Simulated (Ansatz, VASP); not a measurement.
# BAs: VASP beside Ansatz

```xyz
2
Lattice="0.0000 2.3885 2.3885 2.3885 0.0000 2.3885 2.3885 2.3885 0.0000" Properties=species:S:1:pos:R:3 pbc="T T T"
As    3.5827    3.5827    3.5827
B     0.0000    0.0000    0.0000
```

Alike in both runs: task relaxation of cell and atoms; functional PBE0; k mesh 5 × 5 × 5; occupations fermi-dirac, width 0.05 eV; no spin polarisation.

|  | VASP | Ansatz |
| --- | --- | --- |
| version | VASP 6.6.1 | Ansatz 0.2.0 |
| potentials or method | VASP PAW PBE potentials, release 64 (As, B) | Ansatz PAW |
| plane-wave cutoff (eV) | 600 | 420 |
| valence electrons in the cell | 8 | 18 |

VASP gave:

* gap on the k mesh at the Fermi level, each at its own relaxed structure (eV): 2.57
* relaxed volume (Å³/atom): 13.57
* relaxed cell length with the largest relative difference (Å): 3.373

**Question.** Estimate Ansatz's values.

**Answer.** gap on the k mesh at the Fermi level, each at its own relaxed structure (eV): 2.53; relaxed volume (Å³/atom): 13.59; relaxed cell length with the largest relative difference (Å): 3.375.

The two sets of potentials don't hold the same shells in valence.

Caveats: the k mesh is coarse (spacing up to 0.46 Å⁻¹), so the values aren't converged, least of all with exact exchange; the PAW data sets were made with another functional, which shifts forces and pressure a little (VASP); an odd mesh through Γ misses points on the zone boundary, where band edges often lie (VASP); odd divisions of the mesh miss points on the zone boundary, where band edges often lie, so the gap on the mesh can be too wide (Ansatz); the plane-wave basis is chosen anew once the cell has moved, so the energies of steps on either side of that aren't comparable (Ansatz); the PAW data sets come from PBE, with cores solved anew for the run's functional, which leaves a small shift of forces and pressure (Ansatz).
